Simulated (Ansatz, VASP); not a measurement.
One calculation of CaO (kat), two programs

```
Ca O
1.0
     0.00000    2.39768    2.39768
     2.39768    0.00000    2.39768
     2.39768    2.39768    0.00000
Ca O
1 1
Direct
  0.00000 0.00000 0.00000
  0.50000 0.50000 0.50000
```

Change from the starting cell: strained cell.

Alike in both runs: functional LDA; k mesh 8 × 8 × 8; occupations gaussian, width 0.02 eV; no spin polarisation.

Ansatz relaxed the structure, and its values are those at the end. VASP's run is a single point on that final structure, the one shown.

|  | VASP | Ansatz |
| --- | --- | --- |
| version | VASP 6.6.1 | Ansatz 0.2.0 |
| potentials or method | VASP PAW LDA potentials, release 64 (Ca_sv, O) | scalar-relativistic, plane waves, PAW |
| plane-wave cutoff (eV) | 520 | 420 |
| valence electrons in the cell | 16 | 16 |

VASP gave:

- gap on the k mesh at the Fermi level (eV): 3.46
- least direct gap on the mesh (eV): 3.83
- pressure (GPa): -5.5

Question: What did Ansatz give for the same quantities?

Answer: gap on the k mesh at the Fermi level (eV): 3.48; least direct gap on the mesh (eV): 3.86; pressure (GPa): -6.3.

Ansatz warned: «pseudo_functional_mismatch».

A k mesh can miss the band edges.
